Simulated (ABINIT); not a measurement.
BaTiO3:

```xyz
5
Lattice="3.9998 0.0000 0.0000 0.0000 3.9998 0.0000 0.0000 0.0000 4.0180" Properties=species:S:1:pos:R:3 pbc="T T T"
Ba    0.0000    0.0000    0.0000
Ti    1.9999    1.9999    1.9688
O     0.0000    1.9999    2.0773
O     1.9999    0.0000    2.0773
O     1.9999    1.9999    0.0763
```

Base run:

* Program: ABINIT 10.8.3 (patched build)
* Functional: LDA
* Potentials or basis: JTH PAW LDA v2.0
* Cutoff: 626 eV
* k mesh: 4 × 4 × 4
* Occupations: fermi-dirac, width 0.05 eV
* Spin: no spin polarisation

Its results: band gap on the k mesh 1.69 eV, indirect (least direct gap 1.98 eV); pressure -7.4 GPa; largest force 0.459 eV/Å.

Question: After a change of settings the same cell gave: band gap on the k mesh 1.94 eV, direct; pressure -7.2 GPa; largest force 0.601 eV/Å. Which change was it?
A. functional from LDA to PBEsol; potentials or basis from JTH PAW LDA v2.0 to JTH PAW PBE v2.0
B. k mesh from 4 × 4 × 4 to 3 × 3 × 3
C. k mesh from 4 × 4 × 4 to 6 × 6 × 6

Answer: B.

Caveats: some runs use coarse meshes; this set's barium file shifts pressures by 1.5 GPa and gaps by 0.1 eV against other sets; spin-orbit coupling is left out, which moves the levels of the heavy elements; the atomic spheres overlap; an odd mesh through Γ misses points on the zone boundary, where band edges often lie (some runs).

Runs at the PBE level aren't shown here.
